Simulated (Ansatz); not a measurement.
# AlN: a single-point run

The task is a single-point run on AlN. The structure is shown as the input types it. The cell is built on a prototype (CsCl type) and needn't be the phase found in nature.

Program: Ansatz 0.2.0. Level of theory: density functional or hybrid calculation with the settings of its input, plane waves (as first typed). These are calculated values, not measurements.

5 further runs of the same task are left out: 1 for a known fault of the program, 4 that didn't finish.

**1. The starting structure**

Symmetry: Pm-3m, No. 221, cubic system. Conventional cell: a = 2.585 Å, b = 2.585 Å, c = 2.585 Å, α = 90.00°, β = 90.00°, γ = 90.00°. Al (site symmetry m-3m) has 8 N at 2.24 Å as nearest neighbours. N (site symmetry m-3m) is surrounded by 8 Al at 2.24 Å.

Structure file:

```cif
data_structure
_symmetry_space_group_name_H-M 'P 1'
_symmetry_Int_Tables_number 1
_cell_length_a 2.5855
_cell_length_b 2.5855
_cell_length_c 2.5855
_cell_angle_alpha 90.000
_cell_angle_beta 90.000
_cell_angle_gamma 90.000
_cell_volume 17.28
loop_
_atom_site_label
_atom_site_type_symbol
_atom_site_fract_x
_atom_site_fract_y
_atom_site_fract_z
_atom_site_occupancy
Al1 Al 0.00000 0.00000 0.00000 1
N1 N 0.50000 0.50000 0.50000 1
```

**2. Running it**

File input.yaml:

```yaml
crystal:
  lattice:
    - [2.5854596279, 0.0, 0.0]
    - [0.0, 2.5854596279, 0.0]
    - [0.0, 0.0, 2.5854596279]
  atoms:
    - { symbol: Al, position: [0.0, 0.0, 0.0] }
    - { symbol: "N", position: [0.5, 0.5, 0.5] }
kpoints:
  mp_grid: { grid: [6, 6, 6] }
hamiltonian:
  xc: pbesol
scf:
  occupations: { method: fermi_dirac, width: 0.02 }
  n_extra_bands: 4
  convergence: { dr2_threshold: 0.01 }
  max_iter: 74
output:
  forces: true
  stress: true
  eigenvalues: true
```

The run is started by

```sh
$ ansatz run input.yaml --threads 4 --pin off --max-ram 3686MiB --backend cpu --events-out ev --progress --plain --runs-dir out
```

Q: Will this input give a usable result? If not, why, and what should change?

This run ends as converged, with warnings (force scf threshold loose, stress scf threshold loose). Its log warns: «scf.convergence.dr2_threshold = 1e-2 eV is looser than this run's default, which is 1e-7 eV or tighter. The error in the forces grows as the threshold's square root ...»

The threshold asked is loose, but the program put off the close and ended at dr2 = 5.4e-11, so little accuracy was lost here.

Run again and compare: delete scf.convergence.dr2_threshold (the default then holds).
